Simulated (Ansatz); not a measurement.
# Pb (Pb, hcp): the cost of one run

Program: Ansatz 0.2.0. Level of theory: DFT PBE, plane waves (420 eV) with PAW, scalar-relativistic. These are calculated values, not measurements.

**1. The starting structure**

The structure is hexagonal, space group P6_3/mmc (No. 194). Conventional cell: a = 3.501 Å, b = 3.501 Å, c = 5.716 Å, α = 90.00°, β = 90.00°, γ = 120.00°. Pb (site symmetry -6m2) is surrounded by 12 Pb at 3.50 Å.

Structure file:

```
Pb
1.0
     3.50053    0.00000    0.00000
    -1.75026    3.03155    0.00000
     0.00000    0.00000    5.71636
Pb
2
Direct
  0.33333 0.66667 0.25000
  0.66667 0.33333 0.75000
```

**2. Relaxing cell and atoms**

File input.yaml:

```yaml
crystal:
  lattice:
    - [3.5005272341, 0.0, 0.0]
    - [-1.7502636171, 3.0315455114, 0.0]
    - [0.0, 0.0, 5.7163609733]
  atoms:
    - { symbol: Pb, position: [0.3333333333, 0.6666666667, 0.25] }
    - { symbol: Pb, position: [0.6666666667, 0.3333333333, 0.75] }
hamiltonian:
  xc: pbe
  pseudopotentials:
    kind: paw
    azcp:
      Pb: "pseudopotentials/Pb.paw.azcp"
basis:
  ecutwfc: 420
  fft_grid_basis: typed
kpoints:
  mp_grid: { grid: [10, 10, 6], shift: [0, 0, 0] }
magnetization:
  spin_polarized: false
scf:
  occupations: { method: fermi_dirac, width: 0.1 }
relax:
  max_steps: 60
  f_tol: 0.01
  cell: {}
output:
  write_density: true
  write_potential: true
  elf: true
  volumetric_format: npy
```

Launch:

```console
$ ansatz run input.yaml --threads 1 --pin off --max-ram 3584MiB --backend cpu --events-out ev --progress --plain --runs-dir out
```

**Question.** How long does this run take on 1 thread of Intel Xeon Platinum 8259CL at 2.50GHz (Skylake/Cascade Lake), shared host, and how much memory does it need?

About 16 s, with a peak of 0.55 GiB.
